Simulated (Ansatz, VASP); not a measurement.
# GaP: VASP beside Ansatz

```
CELL_PARAMETERS angstrom
0.00000 2.72525 2.72525
2.72525 0.00000 2.72525
2.72525 2.72525 0.00000
ATOMIC_POSITIONS crystal
Ga 0.00000 0.00000 0.00000
P 0.75000 0.75000 0.75000
```

Alike in both runs: task single point; functional PBE; k mesh 8 × 8 × 8; occupations gaussian, width 0.011 eV; no spin polarisation.

|  | VASP | Ansatz |
| --- | --- | --- |
| version | VASP 6.6.1 | Ansatz 0.2.0 |
| potentials or method | VASP PAW PBE potentials, release 64 (Ga_d, P) | Ansatz PAW |
| plane-wave cutoff (eV) | 520 | 420 |
| valence electrons in the cell | 18 | 18 |

|  | VASP | Ansatz | Ansatz less VASP |
| --- | --- | --- | --- |
| gap on the k mesh at the Fermi level (eV) | 1.64 | 1.64 | 0.000 |
| least direct gap on the mesh (eV) | 1.83 | 1.83 | +0.002 |
| pressure (GPa) | 2.5 | 2.5 | +0.02 |

The functional is the same, so the differences come from potentials, cutoffs and numerics.

A k mesh can miss the band edges.
